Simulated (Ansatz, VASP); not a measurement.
# Sc in VASP and in Ansatz

```
Sc
1.0
     0.00000    2.27305    2.27305
     2.27305    0.00000    2.27305
     2.27305    2.27305    0.00000
Sc
1
Direct
  0.00000 0.00000 0.00000
```

Alike in both runs: task single point; functional revPBE; k mesh 13 × 13 × 13; occupations fermi-dirac, width 0.1 eV; no spin polarisation.

|  | VASP | Ansatz |
| --- | --- | --- |
| version | VASP 6.6.1 | Ansatz 0.2.0 |
| potentials or method | VASP PAW PBE potentials, release 64 (Sc_sv) | plane waves (420 eV) with PAW, scalar-relativistic |
| plane-wave cutoff (eV) | 520 | 420 |
| valence electrons in the cell | 11 | 11 |

|  | VASP | Ansatz | Ansatz less VASP |
| --- | --- | --- | --- |
| pressure (GPa) | 4.7 | 4.6 | -0.10 |

The functional is the same, so the differences come from potentials, cutoffs and numerics.

Caveats: the PAW data sets were made with another functional, which shifts forces and pressure a little (VASP).
